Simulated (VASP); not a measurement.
# Cu3Au (Auricupride) (Pm-3m) in VASP: further runs

Runs on Cu3Au (Auricupride). Level: PBE. Tasks: single point, relaxation of cell and atoms.

Program: VASP 6.6.1. These are calculated values, not measurements. Logs are shortened: lines on timing, memory, paths and dates and some standing lists are left out, and cuts for length are marked.

### 1 Starting point

The structure is cubic, space group Pm-3m (No. 221). Conventional cell: a = 3.780 Å, b = 3.780 Å, c = 3.780 Å, α = 90.00°, β = 90.00°, γ = 90.00°. Cu (site symmetry 4/mmm) is surrounded by 8 Cu at 2.67 Å and 4 Au at 2.67 Å. Au (site symmetry m-3m) has 12 Cu at 2.67 Å as nearest neighbours.

### 2 Single point, PBE

Input file INCAR:

```
SYSTEM = Cu3Au
PREC = Accurate
ENCUT = 520
EDIFF = 1E-7
ISMEAR = 0
SIGMA = 0.1
LREAL = .FALSE.
LASPH = .TRUE.
NELM = 100
ALGO = Fast
ISIF = 2
LWAVE = .FALSE.
LCHARG = .FALSE.
GGA = PE
NBANDS = 30
```

Input file KPOINTS:

```
regular mesh
0
G
  12 12 12
  0 0 0
```

Input file POSCAR:

```
Cu3Au
1.0
    3.7802773505      0.0000000000      0.0000000000
    0.0000000000      3.7802773505      0.0000000000
    0.0000000000      0.0000000000      3.7802773505
Cu Au
3 1
Direct
    0.0000000000      0.5000000000      0.5000000000
    0.5000000000      0.0000000000      0.5000000000
    0.5000000000      0.5000000000      0.0000000000
    0.0000000000      0.0000000000      0.0000000000
```

Potentials or basis: VASP PAW PBE potentials, release 64 (Cu, Au).

Started as:

```console
> cat potpaw_PBE.64/Cu/POTCAR potpaw_PBE.64/Au/POTCAR > POTCAR
> mpirun -np 1 vasp_std > vasp.out
```

OUTCAR:

```text
SYSTEM = Cu3Au
   PREC = Accurate
   ENCUT = 520
   EDIFF = 1E-7
   ISMEAR = 0
   LREAL = .FALSE.
   LASPH = .TRUE.
   NELM = 100
   ISIF = 2
   GGA = PE

 ion  position               nearest neighbor table
   1  0.000  0.500  0.500-   2 2.67   3 2.67   4 2.67   3 2.67   4 2.67   2 2.67   4 2.67   4 2.67
                             2 2.67   3 2.67   3 2.67   2 2.67
   2  0.500  0.000  0.500-   1 2.67   3 2.67   4 2.67   3 2.67   4 2.67   1 2.67   3 2.67   3 2.67
                             1 2.67   4 2.67   4 2.67   1 2.67
   3  0.500  0.500  0.000-   1 2.67   2 2.67   4 2.67   1 2.67   2 2.67   2 2.67   4 2.67   2 2.67
                             1 2.67   4 2.67   1 2.67   4 2.67
   4  0.000  0.000  0.000-   1 2.67   2 2.67   3 2.67   1 2.67   2 2.67   1 2.67   3 2.67   1 2.67
                             2 2.67   3 2.67   2 2.67   3 2.67

  LATTYP: Found a simple cubic cell.
 ALAT       =     3.7802773505

  Lattice vectors:

 A1 = (   3.7802773505,   0.0000000000,   0.0000000000)
 A2 = (   0.0000000000,   3.7802773505,   0.0000000000)
 A3 = (   0.0000000000,   0.0000000000,   3.7802773505)

Analysis of symmetry for initial positions (statically):
=====================================================================
 Subroutine PRICEL returns:
 Original cell was already a primitive cell.

 Routine SETGRP: Setting up the symmetry group for a
 simple cubic supercell.

 Subroutine GETGRP returns: Found 48 space group operations
 (whereof 48 operations were pure point group operations)
 out of a pool of 48 trial point group operations.

The static configuration has the point symmetry O_h .

Analysis of symmetry for dynamics (positions and initial velocities):
=====================================================================
 Subroutine PRICEL returns:
 Original cell was already a primitive cell.

 Routine SETGRP: Setting up the symmetry group for a
 simple cubic supercell.

 Subroutine GETGRP returns: Found 48 space group operations
 (whereof 48 operations were pure point group operations)
 out of a pool of 48 trial point group operations.

The dynamic configuration has the point symmetry O_h .

 Subroutine INISYM returns: Found 48 space group operations
 (whereof 48 operations are pure point group operations),
 and found     1 'primitive' translations

----------------------------------------------------------------------------------------

                                     Primitive cell

  volume of cell :      54.0220

  direct lattice vectors                    reciprocal lattice vectors
     3.780277351  0.000000000  0.000000000     0.264530855  0.000000000  0.000000000
     0.000000000  3.780277351  0.000000000     0.000000000  0.264530855  0.000000000
     0.000000000  0.000000000  3.780277351     0.000000000  0.000000000  0.264530855

  length of vectors
     3.780277351  3.780277351  3.780277351     0.264530855  0.264530855  0.264530855

  position of ions in fractional coordinates (direct lattice)
     0.000000000  0.500000000  0.500000000
     0.500000000  0.000000000  0.500000000
     0.500000000  0.500000000  0.000000000
     0.000000000  0.000000000  0.000000000

  ion indices of the primitive-cell ions
   primitive index   ion index
                 1           1
                 2           2
                 3           3
                 4           4

----------------------------------------------------------------------------------------

 KPOINTS: regular mesh

Automatic generation of k-mesh.
 Grid dimensions read from file:
 generate k-points for:   12   12   12

 Generating k-lattice:

  Cartesian coordinates                     Fractional coordinates (reciprocal lattice)
     0.022044238  0.000000000  0.000000000     0.083333333  0.000000000  0.000000000
     0.000000000  0.022044238  0.000000000     0.000000000  0.083333333  0.000000000
     0.000000000  0.000000000  0.022044238     0.000000000  0.000000000  0.083333333

  Length of vectors
     0.022044238  0.022044238  0.022044238

  Shift w.r.t. Gamma in fractional coordinates (k-lattice)
     0.000000000  0.000000000  0.000000000

 Subroutine IBZKPT returns following result:
 ===========================================

 Found     84 irreducible k-points:

 Following reciprocal coordinates:
            Coordinates               Weight
  0.000000  0.000000  0.000000      1.000000
  0.083333  0.000000  0.000000      6.000000
  0.166667  0.000000  0.000000      6.000000
  0.250000  0.000000  0.000000      6.000000
  0.333333  0.000000  0.000000      6.000000
  0.416667  0.000000  0.000000      6.000000
[... 16 lines left out ...]
  0.333333  0.333333  0.000000     12.000000
  0.416667  0.333333  0.000000     24.000000
 [... further k-points ...]
   k-points           NKPTS =     84   k-points in BZ     NKDIM =     84   number of bands    NBANDS=     30
   number of dos      NEDOS =    301   number of ions     NIONS =      4
   total plane-waves  NPLWV =  21952
   dimension x,y,z NGX =    28 NGY =   28 NGZ =   28
   dimension x,y,z NGXF=    56 NGYF=   56 NGZF=   56
   ions per type =               3   1
   NGX,Y,Z   is equivalent  to a cutoff of  12.31, 12.31, 12.31 a.u.
   NGXF,Y,Z  is equivalent  to a cutoff of  24.63, 24.63, 24.63 a.u.
 SYSTEM =  Cu3Au
   PREC   = accura    normal or accurate (medium, high low for compatibility)
   ISTART =      0    job   : 0-new  1-cont  2-samecut
   ICHARG =      2    charge: 1-file 2-atom 10-const
   ISPIN  =      1    spin polarized calculation?
   LNONCOLLINEAR =      F non collinear calculations
   LSORBIT =      F    spin-orbit coupling
   LASPH  =      T    aspherical Exc in radial PAW
   ENCUT  =  520.0 eV  38.22 Ry    6.18 a.u.   7.03  7.03  7.03*2*pi/ulx,y,z
   NELM   =    100;   NELMIN=  2; NELMDL= -5     # of ELM steps
   EDIFF  = 0.1E-06   stopping-criterion for ELM
   LREAL  =      F    real-space projection
   EDIFFG = 0.1E-05   stopping-criterion for IOM
   NSW    =      0    number of steps for IOM
   IBRION =     -1    ionic relax: 0-MD 1-quasi-New 2-CG
   NFREE  =      0    steps in history (QN), initial steepest desc. (CG)
   ISIF   =      2    stress and relaxation
   ISYM   =      2    0-nonsym 1-usesym 2-fastsym
   POTIM  = 0.5000    time-step for ionic-motion
   TEBEG  =    0.0;   TEEND  =   0.0 temperature during run
   PSTRESS=    0.0 pullay stress
   NELECT =      44.0000    total number of electrons
   NUPDOWN=      -1.0000    fix difference up-down
   EMIN   =  10.00;   EMAX   =-10.00  energy-range for DOS
   EFERMI =   0.00;   METHOD = LEGACY
   ISMEAR =     0;   SIGMA  =   0.10  broadening in eV -4-tet -1-fermi 0-gaus
   EFERMI_NEDOS =   21; number of points for ismear=-14 and -15
   IALGO  =     68    algorithm
   IMIX   =      4    mixing-type and parameters
     AMIX     =   0.40;   BMIX     =  1.00
     AMIX_MAG =   1.60;   BMIX_MAG =  1.00
  volume/ion in A,a.u.               =      13.51        91.14
  Fermi-wavevector in a.u.,A,eV,Ry     =   1.528864  2.889133 31.802581  2.337424
  Thomas-Fermi vector in A             =   2.636564
   LORBIT       =      0    0 simple, 1 ext, 2 COOP (PROOUT), +10 PAW based schemes
   GGA     = PE    functional components
   LHFCALC =     F    Hartree Fock is set to
   AEXX    =    0.0000 exact exchange contribution
   IVDW    =     0    specifies the selected vdW correction
   LEPSILON=     F    determine dielectric tensor
   LRPA    =     F    only Hartree local field effects (RPA)
 non-spin polarized calculation
 RMM-DIIS sequential band-by-band and
 Gauss-broadening in eV      SIGMA  =   0.10
  energy-cutoff  :      520.00
  volume of cell :       54.02
 maximum number of plane-waves:      1472
   NGX = 15   NGY = 15   NGZ = 15

 number of electron      43.9999968 magnetization

 Free energy of the ion-electron system (eV)
  ---------------------------------------------------
  ext. energy  EPLUGINS =         0.00000000
  ---------------------------------------------------
  free energy    TOTEN  =       -14.59173232 eV

  energy without entropy =      -14.58703443  energy(sigma->0) =      -14.58938338

 E-fermi :   7.9615     XC(G=0): -12.5494

 val. band max:        7.9294374019   @ k =   0.1667   0.0833   0.0000
 cond. band min:       7.9727763763   @ k =   0.3333   0.3333   0.0000
 fundamental gap:      0.0433389744
 Fermi energy:         7.9614514698

 k-point     1 :       0.0000    0.0000    0.0000
  band No.  band energies     occupation
      1      -1.4985      2.00000
      2       1.7180      2.00000
      3       1.7180      2.00000
      4       2.5112      2.00000
      5       2.5112      2.00000
      6       2.5112      2.00000
[... 22 lines left out ...]
     29      18.8381      0.00000
     30      18.8381      0.00000

 k-point     2 :       0.0833    0.0000    0.0000
  band No.  band energies     occupation
      1      -1.4163      2.00000
      2       1.7484      2.00000
      3       1.7572      2.00000
      4       2.5275      2.00000
      5       2.5303      2.00000
      6       2.5303      2.00000
[... 22 lines left out ...]
     29      18.7788      0.00000
     30      18.7788      0.00000

 k-point     3 :       0.1667    0.0000    0.0000
  band No.  band energies     occupation
      1      -1.1733      2.00000
      2       1.8342      2.00000
      3       1.8627      2.00000
      4       2.5736      2.00000
      5       2.5862      2.00000
      6       2.5862      2.00000
[... 22 lines left out ...]
     29      18.3421      0.00000
     30      18.3432      0.00000

 k-point     4 :       0.2500    0.0000    0.0000
  band No.  band energies     occupation
      1      -0.7821      2.00000
      2       1.9585      2.00000
      3       1.9914      2.00000
      4       2.6407      2.00000
      5       2.6726      2.00000
      6       2.6726      2.00000
[... 22 lines left out ...]
     29      17.8324      0.00000
     30      17.9389      0.00000

 k-point     5 :       0.3333    0.0000    0.0000
  band No.  band energies     occupation
      1      -0.2716      2.00000
      2       2.0479      2.00000
      3       2.0927      2.00000
      4       2.7138      2.00000
      5       2.7753      2.00000
      6       2.7753      2.00000
[... 22 lines left out ...]
     29      16.9446      0.00000
     30      17.6279      0.00000
[... 526 lines left out ...]
     29      19.5414      0.00000
     30      19.8383      0.00000

 k-point    22 :       0.5000    0.2500    0.0000
  band No.  band energies     occupation
      1       1.2603      2.00000
      2       1.7562      2.00000
      3       2.5769      2.00000
      4       2.8623      2.00000
      5       2.9232      2.00000
      6       3.0873      2.00000
[... 22 lines left out ...]
     29      20.1346      0.00000
     30      20.2899      0.00000

 k-point    23 :       0.3333    0.3333    0.0000
  band No.  band energies     occupation
      1       0.8224      2.00000
      2       2.0992      2.00000
      3       2.7881      2.00000
      4       2.8218      2.00000
      5       2.8283      2.00000
      6       2.9182      2.00000
[... 22 lines left out ...]
     29      18.2810      0.00000
     30      18.5682      0.00000

 k-point    24 :       0.4167    0.3333    0.0000
  band No.  band energies     occupation
      1       1.2968      2.00000
      2       1.9783      2.00000
      3       2.8187      2.00000
      4       2.8722      2.00000
      5       2.9356      2.00000
      6       3.0983      2.00000
[... 22 lines left out ...]
     29      18.7977      0.00000
     30      18.9456      0.00000

 [... further k-points ...]

------------------------ aborting loop because EDIFF is reached ----------------------------------------

  FORCE on cell =-STRESS in cart. coord.  units (eV):
  Direction    XX          YY          ZZ          XY          YZ          ZX
  --------------------------------------------------------------------------------------
  -------------------------------------------------------------------------------------
  Total        0.1368344      0.1368344      0.1368344      0.0000000     -0.0000000      0.0000000
  in kB        4.0582136      4.0582136      4.0582136      0.0000000     -0.0000000      0.0000000
  external PRESSURE =       4.0582136 kB  Pullay stress =       0.0000000 kB

 VOLUME and BASIS-vectors are now :
 -----------------------------------------------------------------------------
  energy-cutoff  :      520.00
  volume of cell :       54.02
      direct lattice vectors                 reciprocal lattice vectors
     3.780277351  0.000000000  0.000000000     0.264530855  0.000000000  0.000000000
     0.000000000  3.780277351  0.000000000     0.000000000  0.264530855  0.000000000
     0.000000000  0.000000000  3.780277351     0.000000000  0.000000000  0.264530855

 POSITION                                       TOTAL-FORCE (eV/Angst)
 -----------------------------------------------------------------------------------
      0.00000      1.89014      1.89014         0.000000      0.000000      0.000000
      1.89014      0.00000      1.89014         0.000000      0.000000      0.000000
      1.89014      1.89014      0.00000         0.000000      0.000000      0.000000
      0.00000      0.00000      0.00000         0.000000      0.000000      0.000000
 -----------------------------------------------------------------------------------
    total drift:                                0.000000      0.000000      0.000000

  FREE ENERGIE OF THE ION-ELECTRON SYSTEM (eV)
  ---------------------------------------------------
  free  energy   TOTEN  =       -14.5917323176 eV

  energy  without entropy=      -14.5870344342  energy(sigma->0) =      -14.58938338
```

It took 1.7 min on 1 thread of Intel Xeon Platinum 8488C (Sapphire Rapids), shared host; peak memory 0.24 GiB.

Results:

* Free energy: -14.5917 eV
* Pressure: 0.4 GPa
* Band gap on the k mesh: none (metal or under the smearing width)

[end of part 1 of 2]
